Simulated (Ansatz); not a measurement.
Fields on a plane of InN (zinc blende)

```
InN
1.0
    0.00000     2.49995     2.49995
    2.49995     0.00000     2.49995
    2.49995     2.49995     0.00000
N In
1 1
Direct
  0.75000   0.75000   0.75000
  0.00000   0.00000   0.00000
```

The slice is a {110} plane (indices of the conventional cell) through the point (0.000, 0.000, 0.000) (fractional), spanned by u = [100] and v = [1 -1 -1] in vectors of this cell: u (3.54 Å) and v (5.00 Å, at 90° to u). It covers one period; positions are fractions (u, v).

Atoms on it: N at (0.50, 0.25); In at (0.00, 0.00).

Computed with r2SCAN (plane waves to 500 eV, PAW, scalar-relativistic; Ansatz, an electronic-structure program). k mesh 11×11×11. Near the nuclei the fields are pseudised (PAW); where an atom keeps semicore shells as valence, they peak there. At this level the bands of InN touch or barely overlap; measurements give the solid a gap. InN was relaxed with its symmetry unable to fall. The PAW data are Ansatz's earlier set.

| v \ u | 0.00 | 0.15 | 0.30 | 0.45 | 0.60 | 0.75 | 0.90 |
|---|---|---|---|---|---|---|---|
| 0.93 | x | 0.14 | 0.20 | 0.14 | 0.14 | 0.25 | 0.05 |
| 0.86 | 0.19 | 0.26 | 0.17 | 0.06 | 0.09 | 0.21 | 0.23 |
| 0.79 | 0.17 | 0.16 | 0.11 | 0.04 | 0.05 | 0.14 | 0.17 |
| 0.71 | 0.10 | 0.09 | 0.05 | 0.03 | 0.04 | 0.07 | 0.10 |
| 0.64 | 0.05 | 0.04 | 0.04 | 0.05 | 0.05 | 0.04 | 0.04 |
| 0.57 | 0.02 | 0.02 | 0.06 | 0.13 | 0.11 | 0.04 | 0.02 |
| 0.50 | 0.01 | 0.04 | 0.19 | 0.40 | 0.35 | 0.11 | 0.02 |
| 0.43 | 0.02 | 0.10 | 0.49 | 0.73 | 0.69 | 0.35 | 0.05 |
| 0.36 | 0.05 | 0.25 | 0.71 | 0.78 | 0.79 | 0.59 | 0.12 |
| 0.29 | 0.10 | 0.33 | 0.79 | x | x | 0.72 | 0.18 |
| 0.21 | 0.17 | 0.20 | 0.82 | x | x | 0.69 | 0.15 |
| 0.14 | 0.19 | 0.18 | 0.64 | 0.80 | 0.83 | 0.31 | 0.20 |
| 0.07 | x | 0.13 | 0.23 | 0.73 | 0.66 | 0.17 | 0.06 |
| 0.00 | x | 0.07 | 0.17 | 0.38 | 0.29 | 0.22 | x |

Values: electron localisation function (ELF). Points within 0.4 Å of a nucleus are blanked (x), as the pseudised field means little there.

```
|9999998877554433222222222233445577889999|
|9999887766443333222211222233334466778899|
|8888776655443322111111111122334455667788|
|7777665544332222111111111122223344556677|
|5555444433332211110000001111223333444455|
|4444333322221111000000000011112222333344|
|3333222222111111000000000011111122222233|
|2222221111111100000000000000111111112222|
|1111111111110000000000000000001111111111|
|1111111100000000111111111100000000001111|
|0000000000000011111111111111110000000000|
|0000000000001111111111111111110000000000|
|0000000000111122222222222222111100000000|
|0000000011112222223333332222221111000000|
|0000000011222233334444443333222211110000|
|0000001122223344444455444444332222110000|
|0000111122334444555566555544443322111100|
|1111112233444455667777776655444433221111|
|1111222233445566777777777766554433222211|
|2222223344445577778888887777554444332222|
|3333333344556677778877887777665544333333|
|4444444444556677778888887777665544444444|
|5555444444555566777777777766555544444455|
|7777665555555566667777776666555555556677|
|8888776655555555556666665555555555667788|
|9999887766554444445555554444445566778899|
|9999998877554444444444444444445577889999|
|9999998877554433333333333333445577889999|
```
Scale: ten equal steps from -1.60 (start of '0') to 1.04 (end of '9'), in the order '0123456789'. Values: log₁₀ of the valence density in e/Å³. The map has 20 points along u (two characters each, u = 0 at the left) and 28 along v (v = 0 in the bottom row). The scale is logarithmic, as a density can span decades between atoms and voids.

- Density on the N–In line (2.17 Å) at its midpoint = 0.56 e/Å³
- ELF at that point = 0.2
